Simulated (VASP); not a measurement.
# Se (Im-3m) in VASP: notebook, part 2 of 2

VASP 6.6.1. Earlier steps stand in the parts before.

## Step 4: Relaxation of cell and atoms, PBEsol, non-collinear spin, zero start, spin-orbit coupling, target pressure 250 GPa, at which the enthalpy is minimised

This run uses another cell than the first one, of 9.89 Å³/atom, 0.925 times its volume.

INCAR

```
  ALGO = Fast
  EDIFF = 1E-7
  EDIFFG = -0.002
  ENCUT = 520
  GGA = PS
  GGA_COMPAT = False
  IBRION = 2
  ISIF = 3
  ISMEAR = 0
  KPAR = 4
  LASPH = True
  LCHARG = False
  LNONCOLLINEAR = True
  LORBIT = 11
  LREAL = False
  LSORBIT = True
  LWAVE = False
  MAGMOM = 0 0 0
  NELM = 100
  NSW = 80
  PREC = Accurate
  PSTRESS = 2500
  SIGMA = 0.1
```

KPOINTS

```
k-points
0
Gamma
  21 21 21
```

POSCAR

```
Se                                      
1.0
    1.9123131807      1.1040639257      0.7807420878
   -1.9123131807      1.1040639257      0.7807420878
    0.0000000000     -2.2081183377      0.7807286175
  Se            
     1
Direct
     0.0000000000000000    0.0000000000000000    0.0000000000000000
```

Potentials or basis: VASP PAW PBE potentials, release 64 (Se).

On the command line:

```console
$ cat potpaw_PBE.64/Se/POTCAR > POTCAR
$ mpirun -np 4 vasp_ncl > vasp.out
```

OUTCAR:

```text
EDIFF = 1E-7
   EDIFFG = -0.002
   ENCUT = 520
   GGA = PS
   IBRION = 2
   ISIF = 3
   ISMEAR = 0
   LASPH = True
   LNONCOLLINEAR = True
   LORBIT = 11
   LREAL = False
   LSORBIT = True
   NELM = 100
   NSW = 80
   PREC = Accurate
   PSTRESS = 2500

 ion  position               nearest neighbor table
   1  0.000  0.000  0.000-

  LATTYP: Found a base centered monoclinic cell.
 ALAT       =     2.7044521513
 B/A-ratio  =     1.4141963501
 C/A-ratio  =     0.8660581375
 COS(beta)  =    -0.5773787286

  Lattice vectors:

 A1 = (  -1.9123131807,  -1.1040639257,  -0.7807420878)
 A2 = (   1.9123131807,  -1.1040639257,  -0.7807420878)
 A3 = (   0.0000000000,   0.0000095137,   2.3422127931)

Analysis of symmetry for initial positions (statically):
=====================================================================
 Subroutine PRICEL returns:
 Original cell was already a primitive cell.

 Routine SETGRP: Setting up the symmetry group for a
 base centered monoclinic supercell.

 Subroutine GETGRP returns: Found  4 space group operations
 (whereof  4 operations were pure point group operations)
 out of a pool of  4 trial point group operations.

The static configuration has the point symmetry C_2h.

Analysis of symmetry for dynamics (positions and initial velocities):
=====================================================================
 Subroutine PRICEL returns:
 Original cell was already a primitive cell.

 Routine SETGRP: Setting up the symmetry group for a
 base centered monoclinic supercell.

 Subroutine GETGRP returns: Found  4 space group operations
 (whereof  4 operations were pure point group operations)
 out of a pool of  4 trial point group operations.

The dynamic configuration has the point symmetry C_2h.

Analysis of structural, dynamic, and magnetic symmetry:
=====================================================================
 Subroutine PRICEL returns:
 Original cell was already a primitive cell.

 Routine SETGRP: Setting up the symmetry group for a
 base centered monoclinic supercell.

 Subroutine GETGRP returns: Found  4 space group operations
 (whereof  4 operations were pure point group operations)
 out of a pool of  4 trial point group operations.

The overall configuration has the point symmetry C_2h.

 Subroutine INISYM returns: Found  4 space group operations
 (whereof  4 operations are pure point group operations),
 and found     1 'primitive' translations

----------------------------------------------------------------------------------------

                                     Primitive cell

  volume of cell :       9.8903

  direct lattice vectors                    reciprocal lattice vectors
     1.912313181  1.104063926  0.780742088     0.261463449  0.150956140  0.426946077
    -1.912313181  1.104063926  0.780742088    -0.261463449  0.150956140  0.426946077
     0.000000000 -2.208118338  0.780728617     0.000000000 -0.301917489  0.426947917

  length of vectors
     2.342105263  2.342105263  2.342076806     0.522909021  0.522909021  0.522913658

  position of ions in fractional coordinates (direct lattice)
     0.000000000  0.000000000  0.000000000

  ion indices of the primitive-cell ions
[... 103 lines left out ...]
   LEPSILON=     F    determine dielectric tensor
   LRPA    =     F    only Hartree local field effects (RPA)
 conjugate gradient relaxation of ions
 RMM-DIIS sequential band-by-band and
 Gauss-broadening in eV      SIGMA  =   0.10
  energy-cutoff  :      520.00
  volume of cell :        9.89
 maximum number of plane-waves:       552
 NGX is ok and might be reduce to    18
   NGX =  9   NGY =  9   NGZ =  9

 number of electron       6.0000000 magnetization       0.0000000      0.0000000      0.0000000

 number of electron       5.9999999 magnetization      -0.0000000      0.0000000     -0.0000000

 number of electron       5.9999999 magnetization       0.0000000     -0.0000000      0.0000000

 number of electron       5.9999999 magnetization      -0.0000000     -0.0000000     -0.0000000

 Free energy of the ion-electron system (eV)
  ---------------------------------------------------
  ext. energy  EPLUGINS =         0.00000000
  ---------------------------------------------------
  free energy    TOTEN  =         0.62580732 eV

  energy without entropy =        0.62684518  energy(sigma->0) =        0.62632625

 E-fermi :  17.6944     XC(G=0): -14.2017

 val. band max:       17.6846723524   @ k =   0.4762   0.3333   0.0476
 cond. band min:      17.7454540630   @ k =   0.3333   0.3333  -0.4286
 fundamental gap:      0.0607817105
 Fermi energy:        17.6944416045

 k-point     1 :       0.0000    0.0000    0.0000
  band No.  band energies     occupation
      1      -8.4441      1.00000
      2      -8.4441      1.00000
      3      25.9586      0.00000
      4      25.9586      0.00000
      5      26.9099      0.00000
      6      26.9099      0.00000
      7      26.9112      0.00000
      8      26.9112      0.00000
      9      32.1192      0.00000
     10      32.1192      0.00000
     11      32.1199      0.00000
     12      32.1199      0.00000
     13      32.2121      0.00000
     14      32.2121      0.00000
[... 377 lines left out ...]
      1      -7.7873      1.00000
      2      -7.7873      1.00000
      3      22.0993      0.00000
      4      22.0993      0.00000
      5      23.8184      0.00000
      6      23.8184      0.00000
      7      25.3666      0.00000
      8      25.3666      0.00000
      9      30.0876      0.00000
     10      30.0876      0.00000
     11      30.8127      0.00000
     12      30.8127      0.00000
     13      33.4315      0.00000
     14      33.4316      0.00000

 [... further k-points ...]

------------------------ aborting loop because EDIFF is reached ----------------------------------------

  FORCE on cell =-STRESS in cart. coord.  units (eV):
  Direction    XX          YY          ZZ          XY          YZ          ZX
  --------------------------------------------------------------------------------------
  -------------------------------------------------------------------------------------
  Total       15.4327649     15.4332296     15.4309021      0.0000000     -0.0001527      0.0000000
  in kB     2500.0344145   2500.1096970   2499.7326583      0.0000000     -0.0247336      0.0000000
  external PRESSURE =      -0.0410767 kB  Pullay stress =    2500.0000000 kB

 VOLUME and BASIS-vectors are now :
 -----------------------------------------------------------------------------
  energy-cutoff  :      520.00
  volume of cell :        9.89
      direct lattice vectors                 reciprocal lattice vectors
     1.912313181  1.104063926  0.780742088     0.261463449  0.150956140  0.426946077
    -1.912313181  1.104063926  0.780742088    -0.261463449  0.150956140  0.426946077
     0.000000000 -2.208118338  0.780728617     0.000000000 -0.301917489  0.426947917

 POSITION                                       TOTAL-FORCE (eV/Angst)
 -----------------------------------------------------------------------------------
      0.00000      0.00000      0.00000        -0.000000     -0.000000      0.000000
 -----------------------------------------------------------------------------------
    total drift:                               -0.000000      0.000000      0.000000

  FREE ENERGIE OF THE ION-ELECTRON SYSTEM (eV)
  ---------------------------------------------------
  free  energy   TOTEN  =         0.6258073233 eV

  energy  without entropy=        0.6268451846  energy(sigma->0) =        0.62632625

  enthalpy is  TOTEN    =        16.0583597716 eV   P V=       15.4325524483

 reached required accuracy - stopping structural energy minimisation

 Spin-Orbit-Coupling matrix elements

 Ion:    1  E_soc:     -0.0391626
 l=   1
     0.0000000    -0.0064622    -0.0064621
    -0.0064622     0.0000000    -0.0064622
    -0.0064621    -0.0064622     0.0000000
 l=   2
     0.0000000    -0.0000114     0.0000000    -0.0000114    -0.0000563
    -0.0000114     0.0000000    -0.0000423    -0.0000086    -0.0000114
     0.0000000    -0.0000423     0.0000000    -0.0000423     0.0000000
    -0.0000114    -0.0000086    -0.0000423     0.0000000    -0.0000114
    -0.0000563    -0.0000114     0.0000000    -0.0000114     0.0000000
 l=   3
     0.0000000     0.0000000     0.0000000     0.0000000     0.0000000     0.0000000     0.0000000
     0.0000000     0.0000000     0.0000000     0.0000000     0.0000000     0.0000000     0.0000000
     0.0000000     0.0000000     0.0000000     0.0000000     0.0000000     0.0000000     0.0000000
     0.0000000     0.0000000     0.0000000     0.0000000     0.0000000     0.0000000     0.0000000
     0.0000000     0.0000000     0.0000000     0.0000000     0.0000000     0.0000000     0.0000000
     0.0000000     0.0000000     0.0000000     0.0000000     0.0000000     0.0000000     0.0000000
     0.0000000     0.0000000     0.0000000     0.0000000     0.0000000     0.0000000     0.0000000

 total charge

# of ion       s       p       d       tot
------------------------------------------
    1        1.576   2.448   0.400   4.424

 magnetization (x)

# of ion       s       p       d       tot
------------------------------------------
    1        0.000   0.000  -0.000   0.000

 magnetization (y)

# of ion       s       p       d       tot
------------------------------------------
    1        0.000   0.000   0.000   0.000

 magnetization (z)

# of ion       s       p       d       tot
------------------------------------------
    1        0.000   0.000   0.000   0.000
```

CONTCAR:

```text
Se
   1.00000000000000
     1.9123131807000000    1.1040639257000000    0.7807420878000000
    -1.9123131807000000    1.1040639257000000    0.7807420878000000
     0.0000000000000000   -2.2081183377000002    0.7807286175000000
  Se
     1
Direct
     0.0000000000000000    0.0000000000000000    0.0000000000000000

  0.00000000E+00  0.00000000E+00  0.00000000E+00
```

Run time: 1.7 min. Hardware: 4 MPI ranks of Intel Xeon Platinum 8488C (Sapphire Rapids), shared host; peak memory 0.54 GiB.

What came out:

- Free energy: 0.6258 eV
- Pressure after relaxing: 250.0 GPa
- Net moment: 0.00 μB per cell
- Valence electrons inside the program's atomic spheres: Se 4.42

Final structure:
```
CELL_PARAMETERS angstrom
1.91231 1.10406 0.78074
-1.91231 1.10406 0.78074
0.00000 -2.20812 0.78073
ATOMIC_POSITIONS crystal
Se 0.00000 0.00000 0.00000
```

Moments on the atoms (μB; x, y, z):
```
Se  0.00 0.00 0.00
```

Caveat: the relaxation stopped at its first step, so nothing moved; the cell is relaxed towards a set pressure, so the enthalpy falls and the energy may rise; the PAW data sets were made with another functional, which shifts forces and pressure a little.
